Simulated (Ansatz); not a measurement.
# CuO: the cost of one run

Program: Ansatz 0.2.0. Level of theory: DFT r2SCAN, scalar-relativistic, plane waves, PAW. These are calculated values, not measurements.

## Step 1: The starting structure

Symmetry: C2/c, No. 15, monoclinic system. Conventional cell: a = 4.684 Å, b = 3.423 Å, c = 5.129 Å, α = 90.00°, β = 99.54°, γ = 90.00°. Around Cu (site symmetry -1) lie 4 O at 1.95 to 1.96 Å. O (site symmetry 2) is surrounded by 4 Cu at 1.95 to 1.96 Å.

Structure file:

```xyz
32
Lattice="3.8339 0.0000 5.0581 0.0000 6.8460 0.0000 -5.5341 0.0000 5.0581" Properties=species:S:1:pos:R:3 pbc="T T T"
Cu   -4.3631    0.8558    5.0581
Cu   -4.3631    4.2788    5.0581
Cu    0.3209    0.8558    5.0581
Cu    0.3209    4.2788    5.0581
Cu   -2.0211    2.5673    5.0581
Cu   -2.0211    5.9902    5.0581
Cu    2.6629    2.5673    5.0581
Cu    2.6629    5.9902    5.0581
Cu    0.7460    2.5673    2.5290
Cu    0.7460    5.9902    2.5290
Cu   -0.1041    2.5673    7.5871
Cu   -0.1041    5.9902    7.5871
Cu   -1.5960    0.8558    2.5290
Cu   -1.5960    4.2788    2.5290
Cu   -2.4461    0.8558    7.5871
Cu   -2.4461    4.2788    7.5871
O    -0.2125    1.4322    1.2645
O    -0.2125    4.8552    1.2645
O    -1.0626    1.4322    6.3226
O    -1.0626    4.8552    6.3226
O    -3.4046    3.1437    6.3226
O    -3.4046    6.5667    6.3226
O     1.2794    3.1437    6.3226
O     1.2794    6.5667    6.3226
O    -0.6375    1.9908    3.7935
O    -0.6375    5.4138    3.7935
O    -1.4876    1.9908    8.8516
O    -1.4876    5.4138    8.8516
O    -2.9795    0.2793    3.7935
O    -2.9795    3.7023    3.7935
O     1.7045    0.2793    3.7935
O     1.7045    3.7023    3.7935
```

The structure rests on an entry of the Crystallography Open Database; cell or positions may have been set otherwise for this series.

## Step 2: Single point: CuO

The input, input.yaml:

```yaml
crystal:
  lattice:
    - [3.833939426, 0.0, 5.0580666287]
    - [0.0, 6.846, 0.0]
    - [-5.534060574, 0.0, 5.0580666287]
  atoms:
    - { symbol: Cu, position: [0.125, 0.125, 0.875], spin: 1.0 }
    - { symbol: Cu, position: [0.125, 0.625, 0.875], spin: 1.0 }
    - { symbol: Cu, position: [0.625, 0.125, 0.375], spin: -1.0 }
    - { symbol: Cu, position: [0.625, 0.625, 0.375], spin: -1.0 }
    - { symbol: Cu, position: [0.375, 0.375, 0.625], spin: -1.0 }
    - { symbol: Cu, position: [0.375, 0.875, 0.625], spin: -1.0 }
    - { symbol: Cu, position: [0.875, 0.375, 0.125], spin: 1.0 }
    - { symbol: Cu, position: [0.875, 0.875, 0.125], spin: 1.0 }
    - { symbol: Cu, position: [0.375, 0.375, 0.125], spin: 1.0 }
    - { symbol: Cu, position: [0.375, 0.875, 0.125], spin: 1.0 }
    - { symbol: Cu, position: [0.875, 0.375, 0.625], spin: -1.0 }
    - { symbol: Cu, position: [0.875, 0.875, 0.625], spin: -1.0 }
    - { symbol: Cu, position: [0.125, 0.125, 0.375], spin: -1.0 }
    - { symbol: Cu, position: [0.125, 0.625, 0.375], spin: -1.0 }
    - { symbol: Cu, position: [0.625, 0.125, 0.875], spin: 1.0 }
    - { symbol: Cu, position: [0.625, 0.625, 0.875], spin: 1.0 }
    - { symbol: O, position: [0.125, 0.2092, 0.125] }
    - { symbol: O, position: [0.125, 0.7092, 0.125] }
    - { symbol: O, position: [0.625, 0.2092, 0.625] }
    - { symbol: O, position: [0.625, 0.7092, 0.625] }
    - { symbol: O, position: [0.375, 0.4592, 0.875] }
    - { symbol: O, position: [0.375, 0.9592, 0.875] }
    - { symbol: O, position: [0.875, 0.4592, 0.375] }
    - { symbol: O, position: [0.875, 0.9592, 0.375] }
    - { symbol: O, position: [0.375, 0.2908, 0.375] }
    - { symbol: O, position: [0.375, 0.7908, 0.375] }
    - { symbol: O, position: [0.875, 0.2908, 0.875] }
    - { symbol: O, position: [0.875, 0.7908, 0.875] }
    - { symbol: O, position: [0.125, 0.0408, 0.625] }
    - { symbol: O, position: [0.125, 0.5408, 0.625] }
    - { symbol: O, position: [0.625, 0.0408, 0.125] }
    - { symbol: O, position: [0.625, 0.5408, 0.125] }
magnetization:
  spin_polarized: true
scf:
  occupations: { method: gaussian, width: 0.02 }
output:
  forces: true
  stress: true
  populations: true
  write_density: true
  write_potential: true
  elf: true
  volumetric_format: npy
hamiltonian:
  xc: r2scan
kpoints:
  mp_grid: { grid: [3, 3, 3] }
```

On the command line:

```console
$ ansatz run input.yaml --threads 4 --pin off --max-ram 12288MiB --backend cpu --events-out ev --progress --plain --runs-dir out
```

What time and memory should one allow on 4 threads of Intel Xeon Platinum 8488C (Sapphire Rapids), shared host?

About 42 s, with a peak of 3.4 GiB.
